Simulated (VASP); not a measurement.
# Nb (Im-3m) in VASP: single point with PBE

Aim: the single point of Nb with PBE.

All numbers are computed with VASP 6.6.1; they aren't measurements. Logs are shortened: lines on timing, memory, paths and dates and some standing lists are left out, and cuts for length are marked.

## Step 1: Starting point

It takes space group Im-3m (No. 229, cubic). Conventional cell: a = 3.328 Å, b = 3.328 Å, c = 3.328 Å, α = 90.00°, β = 90.00°, γ = 90.00°. Around Nb (site symmetry m-3m) lie 8 Nb at 2.88 Å.

## Step 2: Single point, PBE

INCAR reads:

```
  ALGO = Normal
  EDIFF = 1E-7
  ENCUT = 520
  GGA = PE
  ISIF = 2
  ISMEAR = 0
  LASPH = True
  LCHARG = False
  LREAL = False
  LWAVE = False
  NBANDS = 12
  NELM = 80
  PREC = Accurate
  SIGMA = 0.028000000000000004
```

KPOINTS reads:

```
k-points
0
Gamma
  11 11 11
```

POSCAR reads:

```
Nb
1.0
   -1.6639500000      1.6639500000      1.6639500000
    1.6639500000     -1.6639500000      1.6639500000
    1.6639500000      1.6639500000     -1.6639500000
Nb
1
Direct
    0.0000000000      0.0000000000      0.0000000000
```

Potentials or basis: VASP PAW PBE potentials, release 64 (Nb_sv).

Launch:

```bash
cat potpaw_PBE.64/Nb_sv/POTCAR > POTCAR
mpirun -np 1 vasp_std > vasp.out
```

OUTCAR:

```text
EDIFF = 1E-7
   ENCUT = 520
   GGA = PE
   ISIF = 2
   ISMEAR = 0
   LASPH = True
   LREAL = False
   NELM = 80
   PREC = Accurate

 ion  position               nearest neighbor table
   1  0.000  0.000  0.000-

  LATTYP: Found a body centered cubic cell.
 ALAT       =     3.3279000000

  Lattice vectors:

 A1 = (  -1.6639500000,   1.6639500000,   1.6639500000)
 A2 = (   1.6639500000,  -1.6639500000,   1.6639500000)
 A3 = (   1.6639500000,   1.6639500000,  -1.6639500000)

Analysis of symmetry for initial positions (statically):
=====================================================================
 Subroutine PRICEL returns:
 Original cell was already a primitive cell.

 Routine SETGRP: Setting up the symmetry group for a
 body centered cubic supercell.

 Subroutine GETGRP returns: Found 48 space group operations
 (whereof 48 operations were pure point group operations)
 out of a pool of 48 trial point group operations.

The static configuration has the point symmetry O_h .

Analysis of symmetry for dynamics (positions and initial velocities):
=====================================================================
 Subroutine PRICEL returns:
 Original cell was already a primitive cell.

 Routine SETGRP: Setting up the symmetry group for a
 body centered cubic supercell.

 Subroutine GETGRP returns: Found 48 space group operations
 (whereof 48 operations were pure point group operations)
 out of a pool of 48 trial point group operations.

The dynamic configuration has the point symmetry O_h .

 Subroutine INISYM returns: Found 48 space group operations
 (whereof 48 operations are pure point group operations),
 and found     1 'primitive' translations

----------------------------------------------------------------------------------------

                                     Primitive cell

  volume of cell :      18.4281

  direct lattice vectors                    reciprocal lattice vectors
    -1.663950000  1.663950000  1.663950000     0.000000000  0.300489798  0.300489798
     1.663950000 -1.663950000  1.663950000     0.300489798  0.000000000  0.300489798
     1.663950000  1.663950000 -1.663950000     0.300489798  0.300489798  0.000000000

  length of vectors
     2.882045941  2.882045941  2.882045941     0.424956748  0.424956748  0.424956748

  position of ions in fractional coordinates (direct lattice)
     0.000000000  0.000000000  0.000000000

  ion indices of the primitive-cell ions
   primitive index   ion index
                 1           1

----------------------------------------------------------------------------------------

 KPOINTS: k-points

Automatic generation of k-mesh.
 Grid dimensions read from file:
 generate k-points for:   11   11   11

 Generating k-lattice:

  Cartesian coordinates                     Fractional coordinates (reciprocal lattice)
     0.000000000  0.027317254  0.027317254     0.090909091  0.000000000  0.000000000
     0.027317254  0.000000000  0.027317254     0.000000000  0.090909091  0.000000000
     0.027317254  0.027317254  0.000000000     0.000000000  0.000000000  0.090909091

  Length of vectors
     0.038632432  0.038632432  0.038632432

  Shift w.r.t. Gamma in fractional coordinates (k-lattice)
     0.000000000  0.000000000  0.000000000

 Subroutine IBZKPT returns following result:
 ===========================================

 Found     56 irreducible k-points:

 Following reciprocal coordinates:
            Coordinates               Weight
  0.000000  0.000000  0.000000      1.000000
  0.090909  0.000000  0.000000     12.000000
  0.181818  0.000000  0.000000     12.000000
  0.272727  0.000000  0.000000     12.000000
  0.363636  0.000000  0.000000     12.000000
  0.454545  0.000000  0.000000     12.000000
[... 16 lines left out ...]
  0.272727  0.181818  0.090909     48.000000
  0.363636  0.181818  0.090909     24.000000
 [... further k-points ...]
   k-points           NKPTS =     56   k-points in BZ     NKDIM =     56   number of bands    NBANDS=     12
   number of dos      NEDOS =    301   number of ions     NIONS =      1
   total plane-waves  NPLWV =  13824
   dimension x,y,z NGX =    24 NGY =   24 NGZ =   24
   dimension x,y,z NGXF=    48 NGYF=   48 NGZF=   48
   ions per type =               1
   NGX,Y,Z   is equivalent  to a cutoff of  13.84, 13.84, 13.84 a.u.
   NGXF,Y,Z  is equivalent  to a cutoff of  27.69, 27.69, 27.69 a.u.
 SYSTEM =  unknown system
   PREC   = accura    normal or accurate (medium, high low for compatibility)
   ISTART =      0    job   : 0-new  1-cont  2-samecut
   ICHARG =      2    charge: 1-file 2-atom 10-const
   ISPIN  =      1    spin polarized calculation?
   LNONCOLLINEAR =      F non collinear calculations
   LSORBIT =      F    spin-orbit coupling
   LASPH  =      T    aspherical Exc in radial PAW
   ENCUT  =  520.0 eV  38.22 Ry    6.18 a.u.   5.36  5.36  5.36*2*pi/ulx,y,z
   NELM   =     80;   NELMIN=  2; NELMDL= -5     # of ELM steps
   EDIFF  = 0.1E-06   stopping-criterion for ELM
   LREAL  =      F    real-space projection
   EDIFFG = 0.1E-05   stopping-criterion for IOM
   NSW    =      0    number of steps for IOM
   IBRION =     -1    ionic relax: 0-MD 1-quasi-New 2-CG
   NFREE  =      0    steps in history (QN), initial steepest desc. (CG)
   ISIF   =      2    stress and relaxation
   ISYM   =      2    0-nonsym 1-usesym 2-fastsym
   POTIM  = 0.5000    time-step for ionic-motion
   TEBEG  =    0.0;   TEEND  =   0.0 temperature during run
   PSTRESS=    0.0 pullay stress
   NELECT =      13.0000    total number of electrons
   NUPDOWN=      -1.0000    fix difference up-down
   EMIN   =  10.00;   EMAX   =-10.00  energy-range for DOS
   EFERMI =   0.00;   METHOD = LEGACY
   ISMEAR =     0;   SIGMA  =   0.03  broadening in eV -4-tet -1-fermi 0-gaus
   EFERMI_NEDOS =   21; number of points for ismear=-14 and -15
   IALGO  =     38    algorithm
   IMIX   =      4    mixing-type and parameters
     AMIX     =   0.40;   BMIX     =  1.00
     AMIX_MAG =   1.60;   BMIX_MAG =  1.00
  volume/ion in A,a.u.               =      18.43       124.36
  Fermi-wavevector in a.u.,A,eV,Ry     =   1.457345  2.753983 28.896790  2.123854
  Thomas-Fermi vector in A             =   2.574157
   LORBIT       =      0    0 simple, 1 ext, 2 COOP (PROOUT), +10 PAW based schemes
   GGA     = PE    functional components
   LHFCALC =     F    Hartree Fock is set to
   AEXX    =    0.0000 exact exchange contribution
   IVDW    =     0    specifies the selected vdW correction
   LEPSILON=     F    determine dielectric tensor
   LRPA    =     F    only Hartree local field effects (RPA)
 non-spin polarized calculation
 Gauss-broadening in eV      SIGMA  =   0.03
  energy-cutoff  :      520.00
  volume of cell :       18.43
 maximum number of plane-waves:       531
 NGX is ok and might be reduce to    24
   NGX = 11   NGY = 11   NGZ = 11

 number of electron      12.9999999 magnetization

 Free energy of the ion-electron system (eV)
  ---------------------------------------------------
  ext. energy  EPLUGINS =         0.00000000
  ---------------------------------------------------
  free energy    TOTEN  =       -10.20645336 eV

  energy without entropy =      -10.20545734  energy(sigma->0) =      -10.20595535

 E-fermi :  10.7913     XC(G=0): -12.3859

 val. band max:       10.7902839747   @ k =   0.2727   0.0000   0.0000
 cond. band min:      10.7942266686   @ k =  -0.3636   0.3636   0.1818
 fundamental gap:      0.0039426939
 Fermi energy:        10.7912537752

 k-point     1 :       0.0000    0.0000    0.0000
  band No.  band energies     occupation
      1     -43.5615      2.00000
      2     -18.9038      2.00000
      3     -18.9038      2.00000
      4     -18.9038      2.00000
      5       4.9567      2.00000
      6      11.2213      0.00000
      7      11.2213      0.00000
      8      11.2213      0.00000
      9      14.0558      0.00000
     10      14.0558      0.00000
     11      25.0172      0.00000
     12      25.0172      0.00000

 k-point     2 :       0.0909    0.0000    0.0000
  band No.  band energies     occupation
      1     -43.5440      2.00000
      2     -19.0110      2.00000
      3     -18.9366      2.00000
      4     -18.9046      2.00000
      5       5.2850      2.00000
      6      11.0237      0.00000
      7      11.1664      0.00000
      8      11.5367      0.00000
      9      13.7779      0.00000
     10      14.0591      0.00000
     11      25.2692      0.00000
     12      25.5860      0.00000

 k-point     3 :       0.1818    0.0000    0.0000
  band No.  band energies     occupation
      1     -43.4971      2.00000
      2     -19.2920      2.00000
      3     -19.0236      2.00000
      4     -18.9068      2.00000
      5       6.1457      2.00000
      6      10.5406      2.00000
      7      10.9141      0.00000
      8      12.4503      0.00000
      9      13.4732      0.00000
     10      14.1047      0.00000
     11      25.5619      0.00000
     12      26.8164      0.00000
[... 286 lines left out ...]
 k-point    23 :       0.2727    0.1818    0.0909
  band No.  band energies     occupation
      1     -43.3389      2.00000
      2     -19.9393      2.00000
      3     -19.3923      2.00000
      4     -19.1039      2.00000
      5       8.6001      2.00000
      6       9.3828      2.00000
      7      10.5865      2.00000
      8      14.3059      0.00000
      9      14.7538      0.00000
     10      18.7872      0.00000
     11      22.1169      0.00000
     12      23.9078      0.00000

 k-point    24 :       0.3636    0.1818    0.0909
  band No.  band energies     occupation
      1     -43.3262      2.00000
      2     -19.9442      2.00000
      3     -19.4754      2.00000
      4     -19.1127      2.00000
      5       8.5141      2.00000
      6       9.3280      2.00000
      7      11.1359      0.00000
      8      14.4241      0.00000
      9      14.8172      0.00000
     10      19.6700      0.00000
     11      21.0452      0.00000
     12      23.3506      0.00000

 [... further k-points ...]

------------------------ aborting loop because EDIFF is reached ----------------------------------------

  FORCE on cell =-STRESS in cart. coord.  units (eV):
  Direction    XX          YY          ZZ          XY          YZ          ZX
  --------------------------------------------------------------------------------------
  -------------------------------------------------------------------------------------
  Total       -0.2390566     -0.2390566     -0.2390566     -0.0000000     -0.0000000      0.0000000
  in kB      -20.7840618    -20.7840618    -20.7840618     -0.0000000     -0.0000000      0.0000000
  external PRESSURE =     -20.7840618 kB  Pullay stress =       0.0000000 kB

 VOLUME and BASIS-vectors are now :
 -----------------------------------------------------------------------------
  energy-cutoff  :      520.00
  volume of cell :       18.43
      direct lattice vectors                 reciprocal lattice vectors
    -1.663950000  1.663950000  1.663950000     0.000000000  0.300489798  0.300489798
     1.663950000 -1.663950000  1.663950000     0.300489798  0.000000000  0.300489798
     1.663950000  1.663950000 -1.663950000     0.300489798  0.300489798  0.000000000

 POSITION                                       TOTAL-FORCE (eV/Angst)
 -----------------------------------------------------------------------------------
      0.00000      0.00000      0.00000        -0.000000      0.000000     -0.000000
 -----------------------------------------------------------------------------------
    total drift:                                0.000000      0.000000     -0.000000

  FREE ENERGIE OF THE ION-ELECTRON SYSTEM (eV)
  ---------------------------------------------------
  free  energy   TOTEN  =       -10.2064533619 eV

  energy  without entropy=      -10.2054573386  energy(sigma->0) =      -10.20595535
```

Run time: 8 s. Hardware: 1 thread of Intel Xeon 6975P-C (Granite Rapids), shared host; peak memory 0.14 GiB.

Results:

```
Free energy            : -10.2065 eV
Pressure               : -2.1 GPa
Band gap on the k mesh : none (metal or under the smearing width)
```

Levels at points of the mesh, in eV from the Fermi level:
```
           k point  band 3  band 4  band 5  band 6  band 7  band 8  band 9  band 10
(0.00, 0.00, 0.00)  -29.70  -29.70   -5.83    0.43    0.43    0.43    3.26     3.26
```

## Step 3: For comparison

An earlier run on the cell as given: functional PBE; potentials or basis VASP PAW PBE potentials, release 64 (Nb_sv); cutoff 520 eV; k mesh 11 × 11 × 11; occupations fermi-dirac, width 0.05 eV; no spin polarisation.

* Pressure: -2.3 GPa
* Band gap on the k mesh: none (metal or under the smearing width)
